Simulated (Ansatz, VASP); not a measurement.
**One calculation of MgI2, two programs**

File INCAR:

```
SYSTEM = MgI2
  ALGO = Normal
  EDIFF = 1E-7
  ENCUT = 520
  GGA = PE
  ISIF = 2
  ISMEAR = 0
  LASPH = .True.
  LCHARG = .False.
  LREAL = .False.
  LWAVE = .False.
  NBANDS = 15
  NELM = 100
  PREC = Accurate
  SIGMA = 0.05
```

Contents of KPOINTS:

```
k-points
0
Gamma
  6 6 4
  0 0 0
```

POSCAR

```
MgI2
1.0
    4.1618263529      0.0000000000      0.0000000000
   -2.0809131765      3.6042473478      0.0000000000
    0.0000000000      0.0000000000      7.7274703875
Mg I
1 2
Direct
    0.0000000000      0.0000000000      0.0000000000
    0.3333333333      0.6666666667      0.7705052557
    0.6666666667      0.3333333333      0.2294947443
```

Input for Ansatz:

```yaml
crystal:
  lattice:
    - [4.1618263529, 0.0, 0.0]
    - [-2.0809131765, 3.6042473478, 0.0]
    - [0.0, 0.0, 7.7274703875]
  atoms:
    - { symbol: Mg, position: [0.0, 0.0, 0.0] }
    - { symbol: I, position: [0.3333333333, 0.6666666667, 0.7705052557] }
    - { symbol: I, position: [0.6666666667, 0.3333333333, 0.2294947443] }
basis:
  ecutwfc: 520.0
kpoints:
  mp_grid: { grid: [6, 6, 4] }
hamiltonian:
  xc: pbe
scf:
  occupations: { method: gaussian, width: 0.05 }
output:
  forces: true
  stress: true
  eigenvalues: true
```

Alike in both runs: task single point; functional PBE; k mesh 6 × 6 × 4; occupations gaussian, width 0.05 eV; no spin polarisation.

```csv
,VASP,Ansatz
version,VASP 6.6.1,Ansatz 0.2.0
potentials or method,"VASP PAW PBE potentials, release 64 (Mg, I)","scalar-relativistic, plane waves, PAW"
plane-wave cutoff (eV),520,520
valence electrons in the cell,16,44
```

Ansatz gave:

```
gap on the k mesh at the Fermi level (eV)       : 3.38
least direct gap on the mesh (eV)               : 3.47
pressure (GPa)                                  : -0.7
largest component of the traceless stress (GPa) : 1.10
rms of the force components (eV/Å)              : 0.185
```

Problem. Estimate VASP's values.

Solution. gap on the k mesh at the Fermi level (eV): 3.36; least direct gap on the mesh (eV): 3.46; pressure (GPa): -0.7; largest component of the traceless stress (GPa): 1.10; rms of the force components (eV/Å): 0.190.

Atom by atom the forces differ by 0.005 eV/Å (rms over components). With one functional, cell and mesh, what is left measures potentials, basis and numerics. The two sets of potentials don't hold the same shells in valence.

Caveats: spin-orbit coupling is left out, which moves the levels of the heavy elements; this functional lacks dispersion, which binds the layers, so the pressure and a relaxed spacing across them are unreliable. A k mesh can miss the band edges.
